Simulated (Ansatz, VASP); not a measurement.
Al2O3 in VASP and in Ansatz

```
Al O
1.0
     1.33696   -4.47706    0.00000
     1.33696    4.47706    0.00000
     0.00000    0.00000    7.04503
Al O
4 6
Direct
  0.00000 0.00000 0.50000
  0.24545 0.75455 0.75000
  0.75455 0.24545 0.25000
  0.00000 0.00000 0.00000
  0.63305 0.36695 0.92168
  0.89058 0.10942 0.75000
  0.36695 0.63305 0.07832
  0.36695 0.63305 0.42168
  0.10942 0.89058 0.25000
  0.63305 0.36695 0.57832
```

Measurements of this composition are mostly on another form, of space group No. 167.

Alike in both runs: functional LDA; k mesh 7 × 7 × 3; no spin polarisation.

Ansatz relaxed the structure, and its values are those at the end. VASP's run is a single point on that final structure, the one shown.

```csv
,VASP,Ansatz
version,VASP 6.6.1,Ansatz 0.2.0
potentials or method,"VASP PAW LDA potentials, release 64 (Al, O)","plane waves, PAW"
plane-wave cutoff (eV),520,420
occupations,"gaussian, width 0.01 eV",fixed
valence electrons in the cell,48,48
```

|  | VASP | Ansatz | Ansatz less VASP |
| --- | --- | --- | --- |
| gap on the k mesh at the Fermi level (eV) | 4.25 | 4.25 | +0.001 |
| rms of the force components (eV/Å) | 0.028 | 0.001 | -0.0261 |

Caveats: an odd mesh through Γ misses points on the zone boundary, where band edges often lie. A hybrid or GW would open this gap; LDA tends to underestimate it.
